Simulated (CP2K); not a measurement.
# GaN (F-43m) in CP2K: notebook, part 2 of 2

CP2K 2026.2.

## Step 4: Band structure, HLE16

The input, gan_bands.inp:

```
&GLOBAL
  PROJECT gan_bands
  RUN_TYPE ENERGY_FORCE
  PRINT_LEVEL LOW
&END GLOBAL
&FORCE_EVAL
  METHOD QS
  STRESS_TENSOR ANALYTICAL
  &DFT
    BASIS_SET_FILE_NAME BASIS_MOLOPT
    POTENTIAL_FILE_NAME GTH_POTENTIALS
    &MGRID
      CUTOFF 450
      REL_CUTOFF 60
      NGRIDS 5
    &END MGRID
    &QS
      METHOD GPW
      EPS_DEFAULT 1.0E-10
    &END QS
    &KPOINTS
      SCHEME MONKHORST-PACK 10 10 10
      GAMMA_CENTERED T
      SYMMETRY T
      SYMMETRY_BACKEND SPGLIB
    &END KPOINTS
    &SCF
      SCF_GUESS ATOMIC
      EPS_SCF 1.0E-6
      MAX_SCF 100
      ADDED_MOS 10
      CHOLESKY OFF
      EPS_EIGVAL 1.0E-7
      &DIAGONALIZATION ON
        ALGORITHM STANDARD
      &END DIAGONALIZATION
      &MIXING ON
        METHOD BROYDEN_MIXING
        ALPHA 0.4
        BETA 1.5
        NBUFFER 8
      &END MIXING
      &SMEAR ON
        METHOD FERMI_DIRAC
        ELECTRONIC_TEMPERATURE 580.23
      &END SMEAR
    &END SCF
    &XC
      &XC_FUNCTIONAL
        &GGA_XC_HLE16
        &END GGA_XC_HLE16
      &END XC_FUNCTIONAL
    &END XC
    &PRINT
      &KPOINTS ON
      &END KPOINTS
      &MULLIKEN ON
      &END MULLIKEN
      &MO ON
        ENERGIES T
        OCCUPATION_NUMBERS T
        &EACH
          QS_SCF 0
        &END EACH
        ADD_LAST NUMERIC
      &END MO
      &BAND_STRUCTURE
        FILE_NAME bands.bs
        ADDED_MOS 4
        &KPOINT_SET
          UNITS B_VECTOR
          NPOINTS 8
          SPECIAL_POINT GAMMA 0.00000000 0.00000000 0.00000000
          SPECIAL_POINT X 0.50000000 0.00000000 0.50000000
          SPECIAL_POINT W 0.50000000 0.25000000 0.75000000
          SPECIAL_POINT K 0.37500000 0.37500000 0.75000000
          SPECIAL_POINT GAMMA 0.00000000 0.00000000 0.00000000
          SPECIAL_POINT L 0.50000000 0.50000000 0.50000000
          SPECIAL_POINT U 0.62500000 0.25000000 0.62500000
          SPECIAL_POINT W 0.50000000 0.25000000 0.75000000
          SPECIAL_POINT L 0.50000000 0.50000000 0.50000000
          SPECIAL_POINT K 0.37500000 0.37500000 0.75000000
        &END KPOINT_SET
        &KPOINT_SET
          UNITS B_VECTOR
          NPOINTS 8
          SPECIAL_POINT U 0.62500000 0.25000000 0.62500000
          SPECIAL_POINT X 0.50000000 0.00000000 0.50000000
        &END KPOINT_SET
      &END BAND_STRUCTURE
    &END PRINT
  &END DFT
  &SUBSYS
    &CELL
      ABC 3.1869311219 3.1869311219 3.1869311220
      ALPHA_BETA_GAMMA 59.9999999991 59.9999999995 59.9999999994
      PERIODIC XYZ
    &END CELL
    &COORD
      SCALED
      Ga  0.0000000000 0.0000000000 0.0000000000
      N   0.2500000000 0.2500000000 0.2500000000
    &END COORD
    &KIND Ga
      BASIS_SET DZVP-MOLOPT-SR-GTH-q13
      POTENTIAL GTH-PBE-q13
    &END KIND
    &KIND N
      BASIS_SET DZVP-MOLOPT-SR-GTH-q5
      POTENTIAL GTH-PBE-q5
    &END KIND
    &PRINT
      &ATOMIC_COORDINATES ON
      &END ATOMIC_COORDINATES
      &CELL ON
      &END CELL
      &SYMMETRY ON
      &END SYMMETRY
    &END PRINT
  &END SUBSYS
  &PRINT
    &FORCES ON
    &END FORCES
    &STRESS_TENSOR ON
    &END STRESS_TENSOR
  &END PRINT
&END FORCE_EVAL
```

Potentials or basis: GTH_POTENTIALS Ga GTH-PBE-q13, N GTH-PBE-q5; DZVP-MOLOPT-SR-GTH basis.

Launch:

```console
OMP_NUM_THREADS=1 cp2k.psmp -i gan_bands.inp -o gan_bands.out
```

gan_bands.out:

```text

 CP2K| version string:                                       CP2K version 2026.2
 CP2K| Input file name                                             gan_bands.inp

 GLOBAL| Force Environment number                                              1
 GLOBAL| Basis set file name                                        BASIS_MOLOPT
 GLOBAL| Potential file name                                      GTH_POTENTIALS
 GLOBAL| MM Potential file name                                     MM_POTENTIAL
 GLOBAL| Coordinate file name                                      __STD_INPUT__
 GLOBAL| Method name                                                        CP2K
 GLOBAL| Project name                                                  gan_bands
 GLOBAL| Run type                                                   ENERGY_FORCE
 GLOBAL| FFT library                                                       FFTW3
 GLOBAL| Diagonalization library                                       ScaLAPACK
 GLOBAL| Cholesky decomposition library                                ScaLAPACK
 GLOBAL| DGEMM library                                                      BLAS
 GLOBAL| Direct generalized diagonalization requested                          F
 GLOBAL| Matrix multiplication library                                 ScaLAPACK
 GLOBAL| Global print level                                                  LOW
 GLOBAL| Total number of message passing processes                             1
 GLOBAL| Number of threads for this process                                    1
 GLOBAL| CPU model name                                                  UNKNOWN

 CELL| Volume [angstrom^3]:                                            22.887746
 CELL| Vector a [angstrom]:       3.187     0.000     0.000   |a| =     3.186931
 CELL| Vector b [angstrom]:       1.593     2.760     0.000   |b| =     3.186931
 CELL| Vector c [angstrom]:       1.593     0.920     2.602   |c| =     3.186931
 CELL| Angle (b,c), alpha [degree]:                                    60.000000
 CELL| Angle (a,c), beta  [degree]:                                    60.000000
 CELL| Angle (a,b), gamma [degree]:                                    60.000000
 CELL| Numerically orthorhombic:                                              NO
 CELL| Periodicity                                                           XYZ

 CELL_REF| Volume [angstrom^3]:                                        22.887746
 CELL_REF| Vector a [angstrom     3.187     0.000     0.000   |a| =     3.186931
 CELL_REF| Vector b [angstrom     1.593     2.760     0.000   |b| =     3.186931
[... 174 lines left out ...]
 MO|      3              -0.483131             -13.146676               2.000000
 MO|      4              -0.476914             -12.977490               2.000000
 MO|      5              -0.476914             -12.977490               2.000000
 MO|      6              -0.376518             -10.245588               2.000000
[... 349 lines left out ...]
 MO|     18               1.226316              33.369767               0.000000
 MO|     19               1.365477              37.156532               0.000000
 MO| Sum:                                                              18.000000
 MO| E(Fermi):            0.172188 a.u.          4.685474 eV
 MO| Band gap:            0.294334 a.u.          8.009238 eV

 [... the levels of further k-points ...]

 !-----------------------------------------------------------------------------!
                     Mulliken Population Analysis

 #  Atom  Element  Kind  Atomic population                           Net charge
       1     Ga       1         12.126746                              0.873254
       2     N        2          5.873254                             -0.873254
 # Total charge                             18.000000                 -0.000000

 !-----------------------------------------------------------------------------!

 KPOINTS| Band Structure Calculation
 KPOINTS| Number of k-point sets                                               2
 KPOINTS| Number of added MOs/bands                                            4
 KPOINTS| Number of k-points in set    1                                      73
 KPOINTS| In units of b-vector [2pi/Bohr]
 KPOINTS| Special point     1       GAMMA     0.000000     0.000000     0.000000
 KPOINTS| Special point     2           X     0.500000     0.000000     0.500000
 KPOINTS| Special point     3           W     0.500000     0.250000     0.750000
 KPOINTS| Special point     4           K     0.375000     0.375000     0.750000
 KPOINTS| Special point     5       GAMMA     0.000000     0.000000     0.000000
 KPOINTS| Special point     6           L     0.500000     0.500000     0.500000
 KPOINTS| Special point     7           U     0.625000     0.250000     0.625000
 KPOINTS| Special point     8           W     0.500000     0.250000     0.750000
 KPOINTS| Special point     9           L     0.500000     0.500000     0.500000
 KPOINTS| Special point    10           K     0.375000     0.375000     0.750000
 KPOINTS| Number of k-points in set    2                                       9
 KPOINTS| In units of b-vector [2pi/Bohr]
 KPOINTS| Special point     1           U     0.625000     0.250000     0.625000
 KPOINTS| Special point     2           X     0.500000     0.000000     0.500000

 ENERGY| Total FORCE_EVAL ( QS ) energy [hartree]            -87.522661088659575

 FORCES| Atomic forces [hartree/bohr]
 FORCES|   Atom     x               y               z               |f|
 FORCES|      1 -1.07257217E-04 -6.19030687E-05 -4.38226095E-05   1.31364080E-04
 FORCES|      2  1.27108328E-04  7.34816515E-05  5.18717756E-05   1.55713716E-04
 FORCES| Sum     1.98511114E-05  1.15785827E-05  8.04916602E-06
 FORCES| Total atomic force                                       2.43499338E-05

 STRESS| Analytical stress tensor [bar]
 STRESS|                        x                   y                   z
 STRESS|      x       -2.55339135949E+05   1.30581723622E+03   9.23143360733E+02
 STRESS|      y        1.30581723622E+03  -2.56846599824E+05   5.32813232459E+02
 STRESS|      z        9.23143360733E+02   5.32813232459E+02  -2.57223973766E+05
 STRESS| 1/3 Trace                                            -2.56469903180E+05
 STRESS| Determinant                                          -1.68687857452E+16

 STRESS| Eigenvectors and eigenvalues of the analytical stress tensor [bar]
 STRESS|                        1                   2                   3
 STRESS| Eigenvalues  -2.57600852041E+05  -2.57600464402E+05  -2.54208393097E+05
 STRESS|      x          -0.531387388352     -0.225707689012      0.816506878490
 STRESS|      y           0.388021366886      0.791946382764      0.471444955077
 STRESS|      z           0.753038420229     -0.567342018493      0.333250914045
```

Run time: 69 s. Hardware: 1 thread of Arm Neoverse V2, shared host; peak memory 0.27 GiB.

What came out:

* Free energy: -2381.6127 eV
* Pressure: -25.6 GPa
* Band gap on the k mesh: 2.64 eV, direct
* Band gap along the path: 2.64 eV, direct
* Mulliken charges: Ga +0.87; N -0.87 e

Levels at the corners of the path, in eV from the valence-band top:
| point | band 7 | band 8 | band 9 | band 10 | band 11 | band 12 |
| --- | --- | --- | --- | --- | --- | --- |
| Γ | 0.00 | 0.00 | 0.00 | 2.64 | 11.45 | 11.45 |
| X | -5.69 | -2.38 | -2.38 | 4.70 | 7.70 | 13.73 |
| W | -5.26 | -3.27 | -3.09 | 7.33 | 8.81 | 11.51 |
| K | -5.41 | -3.70 | -1.91 | 6.26 | 8.48 | 12.30 |
| Γ | 0.00 | 0.00 | 0.00 | 2.64 | 11.45 | 11.45 |
| L | -6.37 | -0.86 | -0.86 | 5.55 | 9.77 | 11.80 |
| U | -5.41 | -3.70 | -1.91 | 6.26 | 8.48 | 12.30 |
| W | -5.26 | -3.27 | -3.09 | 7.33 | 8.81 | 11.51 |
| L | -6.37 | -0.86 | -0.86 | 5.55 | 9.77 | 11.80 |
| K | -5.41 | -3.70 | -1.91 | 6.26 | 8.48 | 12.30 |
| U | -5.41 | -3.70 | -1.91 | 6.26 | 8.48 | 12.30 |
| X | -5.69 | -2.38 | -2.38 | 4.70 | 7.70 | 13.73 |

Caveat: Mulliken charges move with the basis; the potentials were made for a functional far from this one; the potentials were made for another functional, which shifts forces and pressure; the basis of atomic orbitals isn't converged, which shifts pressures, moduli and gaps; the real-space grid breaks the cell's symmetry a little.

## Step 5: Band structure, HLE16, spin-orbit coupling, no magnetisation

Edit gan_bands.inp of step 4 so:

```diff
@@ -10,3 +10,3 @@
     BASIS_SET_FILE_NAME BASIS_MOLOPT
-    POTENTIAL_FILE_NAME GTH_POTENTIALS
+    POTENTIAL_FILE_NAME GTH_SOC_POTENTIALS
     &MGRID
@@ -23,4 +23,2 @@
       GAMMA_CENTERED T
-      SYMMETRY T
-      SYMMETRY_BACKEND SPGLIB
     &END KPOINTS
@@ -66,28 +64,23 @@
       &END MO
-      &BAND_STRUCTURE
-        FILE_NAME bands.bs
-        ADDED_MOS 4
-        &KPOINT_SET
-          UNITS B_VECTOR
-          NPOINTS 8
-          SPECIAL_POINT GAMMA 0.00000000 0.00000000 0.00000000
-          SPECIAL_POINT X 0.50000000 0.00000000 0.50000000
-          SPECIAL_POINT W 0.50000000 0.25000000 0.75000000
-          SPECIAL_POINT K 0.37500000 0.37500000 0.75000000
-          SPECIAL_POINT GAMMA 0.00000000 0.00000000 0.00000000
-          SPECIAL_POINT L 0.50000000 0.50000000 0.50000000
-          SPECIAL_POINT U 0.62500000 0.25000000 0.62500000
-          SPECIAL_POINT W 0.50000000 0.25000000 0.75000000
-          SPECIAL_POINT L 0.50000000 0.50000000 0.50000000
-          SPECIAL_POINT K 0.37500000 0.37500000 0.75000000
-        &END KPOINT_SET
-        &KPOINT_SET
-          UNITS B_VECTOR
-          NPOINTS 8
-          SPECIAL_POINT U 0.62500000 0.25000000 0.62500000
-          SPECIAL_POINT X 0.50000000 0.00000000 0.50000000
-        &END KPOINT_SET
-      &END BAND_STRUCTURE
     &END PRINT
   &END DFT
+  &PROPERTIES
+    &BANDSTRUCTURE ON
+      &BANDSTRUCTURE_PATH
+        NPOINTS 8
+        SPECIAL_POINT GAMMA 0.00000000 0.00000000 0.00000000
+        SPECIAL_POINT X 0.50000000 0.00000000 0.50000000
+        SPECIAL_POINT W 0.50000000 0.25000000 0.75000000
+        SPECIAL_POINT K 0.37500000 0.37500000 0.75000000
+        SPECIAL_POINT GAMMA 0.00000000 0.00000000 0.00000000
+        SPECIAL_POINT L 0.50000000 0.50000000 0.50000000
+        SPECIAL_POINT U 0.62500000 0.25000000 0.62500000
+        SPECIAL_POINT W 0.50000000 0.25000000 0.75000000
+        SPECIAL_POINT L 0.50000000 0.50000000 0.50000000
+        SPECIAL_POINT K 0.37500000 0.37500000 0.75000000
+      &END BANDSTRUCTURE_PATH
+      &SOC ON
+      &END SOC
+    &END BANDSTRUCTURE
+  &END PROPERTIES
   &SUBSYS
```

Potentials or basis: GTH_SOC_POTENTIALS Ga GTH-PBE-q13, N GTH-PBE-q5; DZVP-MOLOPT-SR-GTH basis.

Launch:

```console
OMP_NUM_THREADS=1 cp2k.psmp -i gan_bands.inp -o gan_bands.out
```

Run time: 96 s. Hardware: 1 thread of Arm Neoverse V2, shared host; peak memory 0.49 GiB.

It converged, with:

```yaml
Free_energy: -2381.6127 eV
Pressure: -25.6 GPa
Band_gap_along_the_path: 2.63 eV, direct
Mulliken_charges: Ga +0.87; N -0.87 e
```

Caveat: Mulliken charges move with the basis; the potentials were made for a functional far from this one; the potentials were made for another functional, which shifts forces and pressure; the basis of atomic orbitals isn't converged, which shifts pressures, moduli and gaps; the real-space grid breaks the cell's symmetry a little.

## Step 6: The runs side by side

```csv
level,potentials or basis,spin,k points reduced by the point group,soc after scf,gap on the mesh (eV),pressure (GPa)
PBE,"GTH_POTENTIALS Ga GTH-PBE-q13, N GTH-PBE-q5; DZVP-MOLOPT-SR-GTH basis",off,yes,-,1.71,7.5
PBE,"GTH_SOC_POTENTIALS Ga GTH-PBE-q13, N GTH-PBE-q5; DZVP-MOLOPT-SR-GTH basis","SOC, no magnetisation",-,yes,-,7.5
HLE16,"GTH_POTENTIALS Ga GTH-PBE-q13, N GTH-PBE-q5; DZVP-MOLOPT-SR-GTH basis",off,yes,-,2.64,-25.6
HLE16,"GTH_SOC_POTENTIALS Ga GTH-PBE-q13, N GTH-PBE-q5; DZVP-MOLOPT-SR-GTH basis","SOC, no magnetisation",-,yes,-,-25.6
```

Alike in all rows: task band structure; cell as given; k mesh 10 × 10 × 10; smearing fermi-dirac 0.05 eV.

Caveats: the basis of atomic orbitals isn't converged, which shifts pressures, moduli and gaps; the real-space grid breaks the cell's symmetry a little; the potentials were made for a functional far from this one (some runs); the potentials were made for another functional, which shifts forces and pressure (some runs).

Absolute energies hang on the potentials; compare differences alone.

## Step 7: How close it comes

Step 2. Measured gap of GaN: 3.299 eV (direct; 0 K; a printed reference work, textbook). This calculation gives 1.71 eV (-1.59 eV). Spin-orbit coupling on Ga is left out. The value is that of PBE in an atomic basis (GTH_POTENTIALS Ga GTH-PBE-q13, N GTH-PBE-q5; DZVP-MOLOPT-SR-GTH basis), whose error adds to the functional's,, without temperature or zero-point motion. Semilocal functionals fall short of measured gaps as a rule. The cell is a database's relaxed one, not the measured one, which moves gaps too.

Step 3. Measured gap of GaN: 3.299 eV (direct; 0 K; a printed reference work, textbook). This calculation gives 1.71 eV (-1.59 eV). The value is that of PBE in an atomic basis (GTH_SOC_POTENTIALS Ga GTH-PBE-q13, N GTH-PBE-q5; DZVP-MOLOPT-SR-GTH basis), whose error adds to the functional's,, without temperature or zero-point motion. Semilocal functionals fall short of measured gaps as a rule. The cell is a database's relaxed one, not the measured one, which moves gaps too.
